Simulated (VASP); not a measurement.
# MgGe2 (Cmmm) in VASP: a series of runs, part 2 of 2

VASP 6.6.1. Earlier steps stand in the parts before.

## (3) Relaxation of cell and atoms, SCAN

INCAR

```
PREC     = Accurate       # precision mode
ENCUT    = 600            # plane-wave cutoff, eV
EDIFF    = 1E-6           # SCF threshold, eV
ISMEAR   = 0              # smearing method
SIGMA    = 0.05           # smearing width, eV
LREAL    = F              # projectors in reciprocal space
LASPH    = T              # aspherical terms in the spheres
NELM     = 60             # most SCF steps
ALGO     = Normal         # electronic algorithm
ISIF     = 3              # what is computed and relaxed
LWAVE    = F              # write WAVECAR
LCHARG   = F              # write CHGCAR
METAGGA  = SCAN           # meta-GGA
LMIXTAU  = T            
IBRION   = 2              # ionic algorithm
NSW      = 40             # ionic steps
EDIFFG   = -0.01          # ionic threshold
```

KPOINTS

```
regular mesh
0
Gamma
  6 6 7
```

POSCAR

```
MgGe2
1.0
    2.9250618900     -3.0608845800      0.0000000000
    2.9250618900      3.0608845800      0.0000000000
    0.0000000000      0.0000000000      4.0956695000
Mg Ge
1 2
Direct
    0.5000000000      0.5000000000      0.5000000000
    0.5000000000      0.5000000000      0.0000000000
    0.0000000000      0.0000000000      0.0000000000
```

Potentials or basis: VASP PAW PBE potentials, release 64 (Mg, Ge_d).

On the command line:

```
$ cat potpaw_PBE.64/Mg/POTCAR potpaw_PBE.64/Ge_d/POTCAR > POTCAR
$ mpirun -np 1 vasp_std > vasp.out
```

OUTCAR:

```text
PREC = Accurate
   ENCUT = 600
   EDIFF = 1E-6
   ISMEAR = 0
   LREAL = F
   LASPH = T
   NELM = 60
   ISIF = 3
   METAGGA = SCAN
   IBRION = 2
   NSW = 40
   EDIFFG = -0.01

 ion  position               nearest neighbor table
   1  0.500  0.500  0.500-   2 2.05   2 2.05
   2  0.500  0.500  0.000-   1 2.05   1 2.05
   3  0.000  0.000  0.000-

  LATTYP: Found a base centered orthorhombic cell.
 ALAT       =     5.8501237800
 B/A-ratio  =     1.0464341252
 C/A-ratio  =     0.7000996311

  Lattice vectors:

 A1 = (   2.9250618900,  -3.0608845800,   0.0000000000)
 A2 = (   2.9250618900,   3.0608845800,   0.0000000000)
 A3 = (   0.0000000000,   0.0000000000,   4.0956695000)

Analysis of symmetry for initial positions (statically):
=====================================================================
 Subroutine PRICEL returns:
 Original cell was already a primitive cell.

 Routine SETGRP: Setting up the symmetry group for a
 base centered orthorhombic supercell.

 Subroutine GETGRP returns: Found  8 space group operations
 (whereof  8 operations were pure point group operations)
 out of a pool of  8 trial point group operations.

The static configuration has the point symmetry D_2h.

Analysis of symmetry for dynamics (positions and initial velocities):
=====================================================================
 Subroutine PRICEL returns:
 Original cell was already a primitive cell.

 Routine SETGRP: Setting up the symmetry group for a
 base centered orthorhombic supercell.

 Subroutine GETGRP returns: Found  8 space group operations
 (whereof  8 operations were pure point group operations)
 out of a pool of  8 trial point group operations.

The dynamic configuration has the point symmetry D_2h.

 Subroutine INISYM returns: Found  8 space group operations
 (whereof  8 operations are pure point group operations),
 and found     1 'primitive' translations
[... 110 lines left out ...]
   EMIN   =  10.00;   EMAX   =-10.00  energy-range for DOS
   EFERMI =   0.00;   METHOD = LEGACY
   ISMEAR =     0;   SIGMA  =   0.05  broadening in eV -4-tet -1-fermi 0-gaus
   EFERMI_NEDOS =   21; number of points for ismear=-14 and -15
   IALGO  =     38    algorithm
   IMIX   =      4    mixing-type and parameters
     AMIX     =   0.40;   BMIX     =  1.00
     AMIX_MAG =   1.60;   BMIX_MAG =  1.00
  volume/ion in A,a.u.               =      24.45       164.97
  Fermi-wavevector in a.u.,A,eV,Ry     =   1.215261  2.296511 20.093895  1.476860
  Thomas-Fermi vector in A             =   2.350654
   LORBIT       =      0    0 simple, 1 ext, 2 COOP (PROOUT), +10 PAW based schemes
   METAGGA = SCAN    functional components
   LHFCALC =     F    Hartree Fock is set to
   AEXX    =    0.0000 exact exchange contribution
   IVDW    =     0    specifies the selected vdW correction
   LEPSILON=     F    determine dielectric tensor
   LRPA    =     F    only Hartree local field effects (RPA)
 conjugate gradient relaxation of ions
 non-spin polarized calculation
 Gauss-broadening in eV      SIGMA  =   0.05
  energy-cutoff  :      600.00
  volume of cell :       73.34
 maximum number of plane-waves:      2474
 NGX is ok and might be reduce to    36
   NGX = 17   NGY = 17   NGZ = 17

--------------------------------------- Ionic step        1  -------------------------------------------

 number of electron      29.9999999 magnetization

 Free energy of the ion-electron system (eV)
  ---------------------------------------------------
  ext. energy  EPLUGINS =         0.00000000
  ---------------------------------------------------
  free energy    TOTEN  =       -38.97062433 eV

  energy without entropy =      -38.96795395  energy(sigma->0) =      -38.96928914

------------------------ aborting loop because EDIFF is reached ----------------------------------------

  FORCE on cell =-STRESS in cart. coord.  units (eV):
  Direction    XX          YY          ZZ          XY          YZ          ZX
  --------------------------------------------------------------------------------------
  -------------------------------------------------------------------------------------
  Total       -5.0286575     -4.3638177     27.9041318     -0.0000000      0.0000000      0.0000000
  in kB     -109.8564911    -95.3323428    609.5961064     -0.0000000      0.0000000      0.0000000
  external PRESSURE =     134.8024241 kB  Pullay stress =       0.0000000 kB
[... 1167 lines left out ...]
     18       7.4730      0.00000
     19       9.6828      0.00000

 [... further k-points ...]

[... ionic steps 4 to 9 ...]

--------------------------------------- Ionic step       10  -------------------------------------------

 number of electron      29.9999978 magnetization

------------------------ aborting loop because EDIFF is reached ----------------------------------------
[... 69 lines left out ...]
--------------------------------------- Ionic step       12  -------------------------------------------

 number of electron      29.9999978 magnetization

 Free energy of the ion-electron system (eV)
  ---------------------------------------------------
  ext. energy  EPLUGINS =         0.00000000
  ---------------------------------------------------
  free energy    TOTEN  =       -41.99088110 eV

  energy without entropy =      -41.98782319  energy(sigma->0) =      -41.98935215

 E-fermi :   3.9250     XC(G=0): -10.2279

 val. band max:        3.9054055391   @ k =   0.3333   0.0000   0.2857
 cond. band min:       3.9400964219   @ k =   0.3333   0.0000   0.4286
 fundamental gap:      0.0346908828
 Fermi energy:         3.9250128353
[... 558 lines left out ...]
  FREE ENERGIE OF THE ION-ELECTRON SYSTEM (eV)
  ---------------------------------------------------
  free  energy   TOTEN  =       -41.9908811032 eV

  energy  without entropy=      -41.9878231885  energy(sigma->0) =      -41.98935215

 reached required accuracy - stopping structural energy minimisation
```

Run time: 38 min. Hardware: 1 thread of Intel Xeon 6975P-C (Granite Rapids), shared host; peak memory 0.29 GiB.

What came out:

* Free energy: -41.9909 eV
* Relaxed volume: 22.96 Å³/atom
* Relaxed cell: a = 3.661 Å, b = 3.661 Å, c = 5.138 Å, α = 90.00°, β = 90.00°, γ = 90.01°
* Space group after relaxing (to 0.05 Å): P4/mmm (No. 123)
* Energy gained by relaxing: 1006.8 meV/atom
* Ionic steps: 12
* Pressure after relaxing: 0.0 GPa
* Band gap on the k mesh: none (metal or under the smearing width)

The path:
```tsv
step	energy change (eV)	largest force (eV/Å)	pressure (GPa)	volume (Å³)
1	0.0000	0.0000	13.48	73.34
2	-2.3605	0.0000	-6.53	90.80
3	-2.6283	0.0000	-5.59	83.90
4	-2.9478	0.0000	-2.03	74.34
5	-3.0001	0.0000	-0.23	70.22
6	-2.8677	0.0000	7.03	62.34
7	-3.0064	0.0000	0.21	69.08
8	-3.0081	0.0000	0.97	67.81
9	-3.0083	0.0000	0.73	68.12
10	-3.0190	0.0000	0.30	68.45
11	-3.0196	0.0000	0.34	68.39
12	-3.0203	0.0000	0.00	68.87
```

Final structure:
```
CELL_PARAMETERS angstrom
2.58841 -2.58899 0.00000
2.58841 2.58899 0.00000
0.00000 0.00000 5.13839
ATOMIC_POSITIONS crystal
Mg 0.50000 0.50000 0.50000
Ge 0.50000 0.50000 0.00000
Ge 0.00000 0.00000 0.00000
```

Levels at points of the mesh, in eV from the Fermi level:
```
           k point  band 13  band 14  band 15  band 16  band 17  band 18
(0.00, 0.00, 0.00)    -2.73    -1.94    -1.52    -1.51     4.11     4.16
(0.50, 0.00, 0.00)    -1.92    -0.55     0.73     0.90     1.55     1.79
(0.50, 0.50, 0.00)    -5.27    -5.27    -0.82     1.07     3.30     3.30
```

Caveat: the PAW data sets were made with another functional, which shifts forces and pressure a little.
